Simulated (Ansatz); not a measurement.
A crystal relaxed with r2SCAN in the plane-wave code Ansatz has space group P4_2/nmc:1 (No. 137) and a = 3.601 Å, c = 5.227 Å.

```csv
atom,site,x,y,z
Xx,2a,0.0000,0.0000,0.0000
O,4d,0.0000,0.5000,0.3030
```

The r2SCAN gap is indirect, 4.60 eV (M–Γ (0.55 of the way from M) to Γ), below the direct gap of 4.71 eV at Γ. HSE06 gives an indirect gap of 5.71 eV, from Z to Γ; the least direct gap is 5.80 eV at Γ. Meshes: r2SCAN 8×8×6, HSE06 4×4×4. r2SCAN's ε∞ is 5.3 along x and y, 4.7 along z.

**Question.** Which element is Xx?
A. Zr
B. Ti
C. Hf
D. Sn

**Answer.** A. Xx is Zr: a 6-atom cell of ZrO2 built on tetragonal HfO2 (relaxed group P4_2/nmc). Zr is surrounded by 8 O at 2.07–2.40 Å; O is surrounded by 4 Zr at 2.07–2.40 Å.

Spin-unpolarised throughout; all numbers are computed.

Where an edge lies off the special points, it is a point of the mesh or the k point where a search put PBE's edge or least direct gap, reused for the other functionals, whose own edges may lie a little apart.

The meshes of the hybrids are coarse, so their gaps aren't converged to the digits shown.

For a response run the program warns that the ground state's bands aren't all converged, so ε∞ carries an extra error.
